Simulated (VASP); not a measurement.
Wanted: the native input for a VASP 6.6.1 run.

```
Task                   : single point
Functional             : LDA
Potentials or basis    : VASP PAW LDA potentials, release 64 (Hf_pv, H)
Cutoff                 : 520 eV
k mesh                 : 8 × 8 × 8
Occupations            : methfessel-paxton, width 0.2 eV
Spin                   : no spin polarisation
Dipole correction      : no
Further INCAR settings : ALGO = Fast; EDIFF = 1e-07; NBANDS = 14
```

The structure of HfH3 lies in POSCAR:

```
HfH3
1.0
    3.1647550831      0.0000000000      0.0000000000
    0.0000000000      3.1647550831      0.0000000000
    0.0000000000      0.0000000000      3.1647550831
Hf H
1 3
Direct
    0.0000000000      0.0000000000      0.0000000000
    0.0000000000      0.5000000000      0.5000000000
    0.5000000000      0.0000000000      0.5000000000
    0.5000000000      0.5000000000      0.0000000000
```

The cell comes from a database or a generator and needn't be the stable form of this composition.

The input as run:

INCAR

```
SYSTEM = HfH3
PREC     = Accurate       ! precision mode
ENCUT    = 520            ! plane-wave cutoff, eV
EDIFF    = 1E-7           ! SCF threshold, eV
ISMEAR   = 1              ! smearing method
SIGMA    = 0.2            ! smearing width, eV
LREAL    = .False.        ! projectors in reciprocal space
LASPH    = .True.         ! aspherical terms in the spheres
NELM     = 60             ! most SCF steps
ALGO     = Fast           ! electronic algorithm
ISIF     = 2              ! what is computed and relaxed
LWAVE    = .False.        ! write WAVECAR
LCHARG   = .False.        ! write CHGCAR
NBANDS   = 14             ! bands
```

KPOINTS

```
Automatic mesh
0
Gamma
  8 8 8
  0 0 0
```

Potentials or basis: VASP PAW LDA potentials, release 64 (Hf_pv, H).

Run with:

```bash
$ cat potpaw_LDA.64/Hf_pv/POTCAR potpaw_LDA.64/H/POTCAR > POTCAR
$ mpirun -np 1 vasp_std > vasp.out
```

Results of the run:

| Quantity | Value |
| --- | --- |
| Pressure | -16.2 GPa |
| Band gap on the k mesh | none (metal or under the smearing width) |

Caveat: so large a pressure means that the cell lies far from this level's equilibrium, or that cutoff or potentials fall short.

Run time: 7.5 s on 1 thread of Intel(R) Xeon(R) Platinum 8488C (Sapphire Rapids) (shared host), peak memory 0.13 GiB.
